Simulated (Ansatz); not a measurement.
A (001) slab of Au (Cmcm (No. 63)), 7 planes, outer planes Au (top) and Au (bottom), with 7 atoms (Au7) in a surface cell of A = 7.365 Å², as cut from the bulk:

```yaml
crystal:
  lattice:
    - [2.86542, 0.00000, 0.00000]
    - [-1.43271, 2.57038, 0.00000]
    - [0.00000, 0.00000, 29.67640]
  atoms:
    - { symbol: Au, position: [0.33605, 0.67210, 0.25273] }
    - { symbol: Au, position: [0.66395, 0.32790, 0.33515] }
    - { symbol: Au, position: [0.33605, 0.67210, 0.41758] }
    - { symbol: Au, position: [0.66395, 0.32790, 0.50000] }
    - { symbol: Au, position: [0.33605, 0.67210, 0.58242] }
    - { symbol: Au, position: [0.66395, 0.32790, 0.66485] }
    - { symbol: Au, position: [0.33605, 0.67210, 0.74727] }
```

These are results of Ansatz, DFT PBE, scalar-relativistic, plane waves, PAW, not measurements. Plane waves to 420 eV, a k mesh through Γ of 14×13×1 on the computed 7-atom cell and Gaussian smearing (0.10 eV); no spin polarisation.

Against the same 7 atoms in the bulk, the slab as cut lies 0.623 eV higher and the relaxed slab 0.621 eV higher.

Q: Work out the surface energy before and after relaxation.

A: The slab has two faces, so γ = (E_slab − N·E_bulk)/(2A), the mean of both. As cut: 0.623/(2 × 7.365) = 0.0423 eV/Å², and 1 eV/Å² = 16.02 J/m², so γ = 0.68 J/m². Relaxed: 0.621/(2 × 7.365) = 0.0422 eV/Å² = 0.68 J/m². Relaxation recovers 0.3 % of the cost of cutting.

Q: What is the ideal work of this cut, per area?

A: Griffith's ideal work is 2γ: 1.36 J/m² if the new faces stay rigid, 1.35 J/m² if they relax. One thickness was run, 7 planes, so γ can still shift with it.

The reference crystal is a form of Au, which isn't its usual structure.